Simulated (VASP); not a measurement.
A run of VASP 6.6.1 is set up as follows.

Contents of POSCAR:

```
AlN
1.0
    3.1302469296      0.0000000000      0.0000000000
   -1.5651234648      2.7108733611      0.0000000000
    0.0000000000      0.0000000000      5.0179926450
Al N
2 2
Direct
    0.3333333333      0.6666666667     -0.0007707944
    0.6666666667      0.3333333333      0.4992292056
    0.3333333333      0.6666666667      0.3807707944
    0.6666666667      0.3333333333      0.8807707944
```

Contents of INCAR.step1:

```
  PREC = Accurate
  ENCUT = 600
  ISMEAR = -1
  SIGMA = 0.02
  LREAL = F
  LASPH = T
  NELM = 100
  GGA = PE
  ALGO = Normal
  EDIFF = 1E-4
  LWAVE = T
  LCHARG = F
```

Contents of INCAR.step2:

```
  PREC = Accurate
  ENCUT = 600
  EDIFF = 1E-6
  ISMEAR = -1
  SIGMA = 0.02
  LREAL = F
  LASPH = T
  NELM = 100
  ALGO = Normal
  ISIF = 3
  LWAVE = F
  LCHARG = F
  METAGGA = R2SCAN
  LMIXTAU = T
  IBRION = 2
  NSW = 80
  EDIFFG = -0.005
  ISTART = 1
```

KPOINTS

```
Automatic mesh
0
Gamma
  12 12 6
```

Potentials or basis: VASP PAW PBE potentials, release 64 (Al, N).

Command:

```console
$ cat potpaw_PBE.64/Al/POTCAR potpaw_PBE.64/N/POTCAR > POTCAR
$ cp INCAR.step1 INCAR
$ mpirun -np 1 vasp_std > vasp.out
$ cp INCAR.step2 INCAR
$ mpirun -np 1 vasp_std > vasp.out
```

Q: Estimate the relaxed cell.

A: a = 3.105 Å, b = 3.105 Å, c = 4.976 Å, α = 90.00°, β = 90.00°, γ = 120.00°.

Q: What does it give for the space group after relaxing (to 0.05 Å)?

A: P6_3mc (No. 186).

Q: What does it give for the band gap on the k mesh?

A: 4.93 eV, direct.

Final structure:
```yaml
crystal:
  lattice:
    - [3.10533, 0.00000, 0.00000]
    - [-1.55266, 2.68929, 0.00000]
    - [0.00000, 0.00000, 4.97590]
  atoms:
    - { symbol: Al, position: [0.33333, 0.66667, 0.99916] }
    - { symbol: Al, position: [0.66667, 0.33333, 0.49916] }
    - { symbol: N, position: [0.33333, 0.66667, 0.38084] }
    - { symbol: N, position: [0.66667, 0.33333, 0.88084] }
```

Caveat: the PAW data sets were made with another functional, which shifts forces and pressure a little. r2SCAN opens gaps a little over a GGA but as a rule still falls short of measured ones.
